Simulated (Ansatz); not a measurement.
# Moving the dispersion correction in ScAl3

The cell as given:

Space group Pm-3m (No. 221). a = 4.088 Å, b = 4.088 Å, c = 4.088 Å, α = 90.00°, β = 90.00°, γ = 90.00°
```csv
atom,site,symmetry,x,y,z
Sc,1a,m-3m,0.0000,0.0000,0.0000
Al,3c,4/mm.m,0.5000,0.5000,0.0000
```

Kept alike: task relaxation of cell and atoms; functional PBEsol; k mesh 7 × 7 × 7; occupations fermi-dirac, width 0.05 eV; no spin polarisation. Program: Ansatz, Ansatz PAW, cutoff 420 eV. The mesh is that of the run's cell of 4 atoms. No spin-orbit coupling.

| dispersion correction | volume (Å³/atom) |
| --- | --- |
| D3(BJ) | 16.232 |
| D3(BJ)-ATM | 16.314 |
| D4 | 16.538 |
| none | 16.871 |

The relaxations keep at least the cell's symmetry (Pm-3m). For a metal such a mesh leaves the last digits unconverged. Relaxations stop with a little pressure left, so the last digits of a volume or edge aren't settled. All rows use potentials made for PBE.

What does the dispersion correction change here?

The volume runs from 16.232 (D3(BJ)) to 16.871 Å³/atom (none). Against no correction: D3(BJ) -3.8 %; D3(BJ)-ATM -3.3 %; D4 -2.0 %. Dispersion terms mostly attract and so lower the volume; the schemes' coefficients and damping set how far. Measured: 17.27 Å³/atom at 300 K (pmc:8067998, doi:10.3390/ma14081837); nearest none, 0.40 Å³/atom off. The runs are for a static lattice.
